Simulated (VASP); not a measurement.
# BN (P6_3/mmc) in VASP: notebook

One crystal, BN, is run at these levels: PBE; tasks: Born charges and dielectric tensor, optical spectrum, density of states, electric field gradients.

Everything below comes from runs of VASP 6.6.1. Logs are shortened: lines on timing, memory, paths and dates and some standing lists are left out, and cuts for length are marked.

## 1. The structure

The structure is hexagonal, space group P6_3/mmc (No. 194). Conventional cell: a = 2.498 Å, b = 2.498 Å, c = 6.636 Å, α = 90.00°, β = 90.00°, γ = 120.00°. Around N (site symmetry -6m2) lie 3 B at 1.44 Å. Around B (site symmetry -6m2) lie 3 N at 1.44 Å.

## 2. Born charges and dielectric tensor, PBE

File INCAR:

```
ALGO = Fast
EDIFF = 1E-8
ENCUT = 520
GGA = PE
IBRION = 8
ISIF = 2
ISMEAR = 0
LASPH = True
LCHARG = False
LEPSILON = True
LREAL = False
LWAVE = False
NELM = 60
PREC = Accurate
SIGMA = 0.02
```

File KPOINTS:

```
k-points
0
Gamma
  12 12 4
```

File POSCAR:

```
BN
1.0
    2.4982400000      0.0000000000      0.0000000000
   -1.2491200000      2.1635393048      0.0000000000
    0.0000000000      0.0000000000      6.6357000000
N B
2 2
Direct
    0.6666666667      0.3333333333      0.2500000000
    0.3333333333      0.6666666667      0.7500000000
    0.6666666667      0.3333333333      0.7500000000
    0.3333333333      0.6666666667      0.2500000000
```

Potentials or basis: VASP PAW PBE potentials, release 64 (N, B).

Launch:

```sh
$ cat potpaw_PBE.64/N/POTCAR potpaw_PBE.64/B/POTCAR > POTCAR
$ mpirun -np 1 vasp_std > vasp.out
```

OUTCAR:

```text
EDIFF = 1E-8
   ENCUT = 520
   GGA = PE
   IBRION = 8
   ISIF = 2
   ISMEAR = 0
   LASPH = True
   LEPSILON = True
   LREAL = False
   NELM = 60
   PREC = Accurate

 ion  position               nearest neighbor table
   1  0.667  0.333  0.250-   4 1.44   4 1.44   4 1.44
   2  0.333  0.667  0.750-   3 1.44   3 1.44   3 1.44
   3  0.667  0.333  0.750-   2 1.44   2 1.44   2 1.44
   4  0.333  0.667  0.250-   1 1.44   1 1.44   1 1.44

  LATTYP: Found a hexagonal cell.
 ALAT       =     2.4982400000
 C/A-ratio  =     2.6561499296

  Lattice vectors:

 A1 = (   2.4982400000,   0.0000000000,   0.0000000000)
 A2 = (  -1.2491200000,   2.1635393048,   0.0000000000)
 A3 = (   0.0000000000,   0.0000000000,   6.6357000000)

Analysis of symmetry for initial positions (statically):
=====================================================================
 Subroutine PRICEL returns:
 Original cell was already a primitive cell.

 Routine SETGRP: Setting up the symmetry group for a
 hexagonal supercell.

 Subroutine GETGRP returns: Found 24 space group operations
 (whereof 12 operations were pure point group operations)
 out of a pool of 24 trial point group operations.

The static configuration has the point symmetry D_3d.
 The point group associated with its full space group is D_6h.

Analysis of symmetry for dynamics (positions and initial velocities):
=====================================================================
 Subroutine PRICEL returns:
 Original cell was already a primitive cell.

 Routine SETGRP: Setting up the symmetry group for a
 hexagonal supercell.

 Subroutine GETGRP returns: Found 24 space group operations
 (whereof 12 operations were pure point group operations)
 out of a pool of 24 trial point group operations.

The dynamic configuration has the point symmetry D_3d.
 The point group associated with its full space group is D_6h.

 Subroutine INISYM returns: Found 24 space group operations
 (whereof 12 operations are pure point group operations),
 and found     1 'primitive' translations

----------------------------------------------------------------------------------------

                                     Primitive cell

  volume of cell :      35.8662

  direct lattice vectors                    reciprocal lattice vectors
     2.498240000  0.000000000  0.000000000     0.400281798  0.231102804  0.000000000
    -1.249120000  2.163539305  0.000000000     0.000000000  0.462205608  0.000000000
     0.000000000  0.000000000  6.635700000     0.000000000  0.000000000  0.150700002

  length of vectors
     2.498240000  2.498240000  6.635700000     0.462205608  0.462205608  0.150700002

  position of ions in fractional coordinates (direct lattice)
     0.666666667  0.333333333  0.250000000
     0.333333333  0.666666667  0.750000000
     0.666666667  0.333333333  0.750000000
     0.333333333  0.666666667  0.250000000

  ion indices of the primitive-cell ions
   primitive index   ion index
                 1           1
                 2           2
                 3           3
                 4           4

[... 554 lines left out ...]

--------------------------------------- Ionic step       10  -------------------------------------------

------------------------ aborting loop because EDIFF is reached ----------------------------------------

[... ionic steps 11 to 11 ...]

--------------------------------------- Ionic step       12  -------------------------------------------

 Free energy of the ion-electron system (eV)
  ---------------------------------------------------
  ---------------------------------------------------
  free energy    TOTEN  =        -0.04767380 eV

  energy without entropy =       -0.04767380

------------------------ aborting loop because EDIFF is reached ----------------------------------------

 INTERNAL STRAIN TENSOR  FOR ION    3  DIRECTION 3   (eV/Angst):
 -----------------------------------------------------------------------------
    -0.00120  0.00000  0.00000
     0.00000 -0.00120  0.00000
     0.00000  0.00000  0.00261

 MACROSCOPIC STATIC DIELECTRIC TENSOR (including local field effects in DFT)
 ------------------------------------------------------
           4.745830    -0.000000     0.000000
          -0.000000     4.745830     0.000000
           0.000000    -0.000000     2.689780
 ------------------------------------------------------

 PIEZOELECTRIC TENSOR (including local field effects)  for field in x, y, z        (e  Angst)
          XX          YY          ZZ          XY          YZ          ZX
  --------------------------------------------------------------------------------
  x     0.00000     0.00000     0.00000     0.00000     0.00000     0.00000
  y     0.00000     0.00000     0.00000     0.00000     0.00000     0.00000
  z     0.00000     0.00000     0.00000     0.00000     0.00000     0.00000

 PIEZOELECTRIC TENSOR (including local field effects)  for field in x, y, z        (C/m^2)
          XX          YY          ZZ          XY          YZ          ZX
  --------------------------------------------------------------------------------
  x     0.00000     0.00000     0.00000     0.00000     0.00000     0.00000
  y     0.00000     0.00000     0.00000     0.00000     0.00000     0.00000
  z     0.00000     0.00000     0.00000     0.00000     0.00000     0.00000

 BORN EFFECTIVE CHARGES (including local field effects) (in |e|, cummulative output)
 ---------------------------------------------------------------------------------
 ion    1
    1    -2.70852     0.00000     0.00000
    2     0.00000    -2.70852     0.00000
    3    -0.00000     0.00000    -0.74613
 ion    2
    1    -2.70852     0.00000     0.00000
    2     0.00000    -2.70852     0.00000
    3    -0.00000     0.00000    -0.74613
 ion    3
    1     2.70852     0.00000     0.00000
    2     0.00000     2.70852     0.00000
    3     0.00000     0.00000     0.74613
 ion    4
    1     2.70852     0.00000     0.00000
    2     0.00000     2.70852     0.00000
    3     0.00000     0.00000     0.74613

 INTERNAL STRAIN TENSOR FOR ION    4 for displacements in x,y,z  (eV/Angst):
          X           Y           Z          XY          YZ          ZX
  --------------------------------------------------------------------------------
  x     0.00000     0.00000     0.00000   -12.67141     0.00000     0.00000
  y   -12.67141    12.67141     0.00000    -0.00000     0.00000     0.00000
  z     0.00000    -0.00000    -0.00000     0.00000     0.00000     0.00000

 SECOND DERIVATIVES (NOT SYMMETRIZED)
 ------------------------------------
               1X          1Y          1Z          2X          2Y          2Z          3X          3Y          3Z          4X          4Y          4Z
  1X   -42.150605    0.000000    0.000000    0.057448    0.000000    0.000000    0.013173   -0.000000    0.000000   42.079984    0.000000    0.000000
  1Y     0.000000  -42.150605    0.000000    0.000000    0.057448    0.000000   -0.000000    0.013173    0.000000    0.000000   42.079984    0.000000
  1Z    -0.000000    0.000000  -13.586405    0.000000   -0.000000    1.189654    0.000000    0.000000   -0.735617   -0.000000    0.000000   13.132367
  2X     0.057448    0.000000    0.000000  -42.150605    0.000000    0.000000   42.079984    0.000000    0.000000    0.013173   -0.000000    0.000000
  2Y     0.000000    0.057448    0.000000    0.000000  -42.150605    0.000000    0.000000   42.079984    0.000000   -0.000000    0.013173    0.000000
  2Z     0.000000   -0.000000    1.189654   -0.000000    0.000000  -13.586405   -0.000000    0.000000   13.132367    0.000000    0.000000   -0.735617
  3X     0.021792    0.000000    0.000000   42.087999    0.000000    0.000000  -42.109099   -0.000000    0.000000   -0.000692   -0.000000    0.000000
  3Y     0.000000    0.021792    0.000000    0.000000   42.087999    0.000000    0.000000  -42.109099    0.000000   -0.000000   -0.000692    0.000000
  3Z     0.000000    0.000000   -0.744629    0.000000    0.000000   13.141918   -0.000000   -0.000000  -13.364482   -0.000000    0.000000    0.967193
  4X    42.087999    0.000000    0.000000    0.021792    0.000000    0.000000   -0.000692   -0.000000    0.000000  -42.109099   -0.000000    0.000000
  4Y     0.000000   42.087999    0.000000    0.000000    0.021792    0.000000   -0.000000   -0.000692    0.000000    0.000000  -42.109099    0.000000
  4Z     0.000000    0.000000   13.141918    0.000000    0.000000   -0.744629   -0.000000    0.000000    0.967193   -0.000000   -0.000000  -13.364482

 Eigenvectors and eigenvalues of the dynamical matrix
 ----------------------------------------------------

   1 f  =   41.071911 THz   258.062428 2PiTHz 1370.011484 cm-1   169.859699 meV
             X         Y         Z           dx          dy          dz
      1.249120  0.721180  1.658925    -0.000002   -0.466991   -0.000000
     -0.000000  1.442360  4.976775     0.000002    0.466991    0.000000
      1.249120  0.721180  4.976775    -0.000002   -0.530961   -0.000000
     -0.000000  1.442360  1.658925     0.000002    0.530961    0.000000
[... 71 lines left out ...]
  12 f/i=    0.004023 THz     0.025278 2PiTHz    0.134195 cm-1     0.016638 meV
             X         Y         Z           dx          dy          dz
      1.249120  0.721180  1.658925    -0.361425   -0.389310    0.000000
     -0.000000  1.442360  4.976775    -0.361425   -0.389310    0.000000
      1.249120  0.721180  4.976775    -0.317531   -0.342029    0.000000
     -0.000000  1.442360  1.658925    -0.317531   -0.342029    0.000000

--------------------------------------------------------------------------------------------------------

 MACROSCOPIC STATIC DIELECTRIC TENSOR IONIC CONTRIBUTION
 ------------------------------------------------------
           1.758235     0.000000     0.000000
           0.000000     1.758235     0.000000
           0.000000     0.000000     0.453134
 ------------------------------------------------------

 ELASTIC MODULI CONTR FROM IONIC RELAXATION (kBar)
 Direction    XX          YY          ZZ          XY          YZ          ZX
 --------------------------------------------------------------------------------
 XX        -427.9275    427.9275     -0.0000     -0.0000     -0.0000      0.0000
 YY         427.9275   -427.9275      0.0000      0.0000      0.0000      0.0000
 ZZ          -0.0000      0.0000     -0.0000     -0.0000      0.0000      0.0000
 XY          -0.0000      0.0000     -0.0000   -427.9275      0.0000      0.0000
 YZ          -0.0000      0.0000      0.0000      0.0000     -0.0000      0.0000
 ZX           0.0000      0.0000      0.0000      0.0000      0.0000      0.0000
 --------------------------------------------------------------------------------

 PIEZOELECTRIC TENSOR IONIC CONTR  for field in x, y, z        (C/m^2)
          XX          YY          ZZ          XY          YZ          ZX
  --------------------------------------------------------------------------------
  x    -0.00000     0.00000    -0.00000     0.00000    -0.00000     0.00000
  y     0.00000     0.00000     0.00000     0.00000     0.00000     0.00000
  z     0.00000    -0.00000     0.00000     0.00000    -0.00000     0.00000
```

Run time: 6.6 min. Hardware: 1 thread of Intel Xeon Platinum 8488C (Sapphire Rapids), shared host; peak memory 0.37 GiB.

What came out:

- Band gap on the k mesh: 4.29 eV, indirect (least direct gap 4.66 eV)
- Electronic dielectric tensor (diagonal): 4.75, 4.75, 2.69
- Born charges (mean of the diagonal): N -2.05; B +2.05 e
- Highest phonon frequency at Γ, LO-TO splitting left out: 1370 cm⁻¹

Levels at points of the mesh, in eV from the valence-band top:
```csv
k point,band 6,band 7,band 8,band 9,band 10,band 11
"(0.00, 0.00, 0.00)",-1.32,-1.29,-1.29,5.27,10.35,11.61
"(0.50, 0.00, 0.00)",-4.09,-1.45,-0.43,4.29,5.66,9.60
"(0.00, 0.00, 0.50)",-1.30,-1.30,-1.30,7.64,7.64,11.67
"(0.50, 0.00, 0.50)",-4.12,-0.92,-0.92,4.75,4.75,9.99
```

Phonon frequencies in cm⁻¹ (negative: imaginary):
```csv
q point,frequencies
"(0.000, 0.000, 0.000)",0 0 0 45 45 122 743 795 1370 1370 1370 1370
```

Electronic dielectric tensor:
```
4.75 0.00 0.00
0.00 4.75 0.00
0.00 0.00 2.69
```

Born effective charge tensors (e):
atom 1, N
```
-2.71  0.00  0.00
 0.00 -2.71  0.00
 0.00  0.00 -0.75
```
atom 2, N
```
-2.71  0.00  0.00
 0.00 -2.71  0.00
 0.00  0.00 -0.75
```
atom 3, B
```
2.71 0.00 0.00
0.00 2.71 0.00
0.00 0.00 0.75
```
atom 4, B
```
2.71 0.00 0.00
0.00 2.71 0.00
0.00 0.00 0.75
```

(Part 1 of 2 ends here.)
